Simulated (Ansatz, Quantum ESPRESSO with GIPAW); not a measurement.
# SiO2 (Cristobalite): working out the 17O quadrupolar coupling

A plane-wave PAW calculation (PBEsol, Ansatz) gives this electric field gradient, in 10²¹ V/m² and Cartesian axes, at one O site of SiO2 (Cristobalite) (atom 5; bridging Si-O-Si, 144°; site symmetry 1):

```
      4.7306        2.0395        6.1887
      2.0395       -5.1350        1.5434
      6.1887        1.5434        0.4044
```

17O has spin 5/2, Q = -0.02558 barn and |γ|/2π = 5.7742 MHz/T. The cell is the P4_12_12 form of a database entry, atoms relaxed, static and at 0 K. 

**Task.** Find C_Q, η_Q and ν_Q, and the shift and width of the central transition under fast MAS at 11.7 T and 20 T.

1. The tensor is symmetric and traceless. Its eigenvalues, ordered by size, are V_xx = -3.9846, V_yy = -5.5832 and V_zz = 9.5679.

2. η_Q = (V_xx − V_yy)/V_zz = 0.167.

3. C_Q = eQV_zz/h. One unit of 10²¹ V/m² with one barn gives 24.18 MHz, so C_Q = 24.18 × −0.02558 × 9.5679 = -5.918 MHz. A spectrum shows its size, not its sign.

4. ν_Q = 3C_Q/[2I(2I−1)] = 0.888 MHz in size, and P_Q = |C_Q|√(1 + η²/3) = 5.945 MHz.

5. The resonances lie at ν0 = 67.56 and 115.48 MHz, so ν_Q/ν0 is 0.013 at most and second order holds. The centre of gravity moves by δ_Q = −(3/40)(P_Q/ν0)² F × 10⁶ ppm, with F = [I(I+1) − 3/4]/[I²(2I−1)²] = 0.08: -46.5 ppm at 11.7 T and -15.9 ppm at 20 T.

6. Summing the second-order term over orientations gives a full width of 104 ppm (7.0 kHz) and 35.7 ppm (4.1 kHz). In ppm both fall as 1/B²: (11.7/20)² = 0.342. The spinning rate must pass the static width for this shape to show cleanly.

[Banner, clock, file and message-heading lines were taken out of the pw.x and gipaw.x logs.]

[Logs are printed without paths, hosts, clocks, repeated set-up lines and the standing remarks that a program may print on its own settings, such as how far it seeks lower states.]

[Hosts, paths, dates, database ids (printed as entryN), source tags and the programs' standing remarks are cut or masked in the printed files.]
